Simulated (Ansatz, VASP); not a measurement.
One calculation of Sc, two programs

```
Sc
1.0
     3.31734    0.00000    0.00000
    -1.65867    2.87290    0.00000
     0.00000    0.00000    5.20905
Sc
2
Direct
  0.33333 0.66667 0.25000
  0.66667 0.33333 0.75000
```

Alike in both runs: functional PBE; k mesh 12 × 12 × 8; occupations fermi-dirac, width 0.15 eV; no spin polarisation.

Ansatz relaxed the structure, and its values are those at the end. VASP's run is a single point on that final structure, the one shown.

|  | VASP | Ansatz |
| --- | --- | --- |
| version | VASP 6.6.1 | Ansatz 0.2.0 |
| potentials or method | VASP PAW PBE potentials, release 64 (Sc_sv) | scalar-relativistic, plane waves, PAW |
| plane-wave cutoff (eV) | 520 | 420 |
| valence electrons in the cell | 22 | 22 |

```csv
,VASP,Ansatz,Ansatz less VASP
gap on the k mesh at the Fermi level (eV),none,none,-
pressure (GPa),0.0,0.0,-0.02
```

A gap of «none» marks a metal or a gap that the smearing closes.
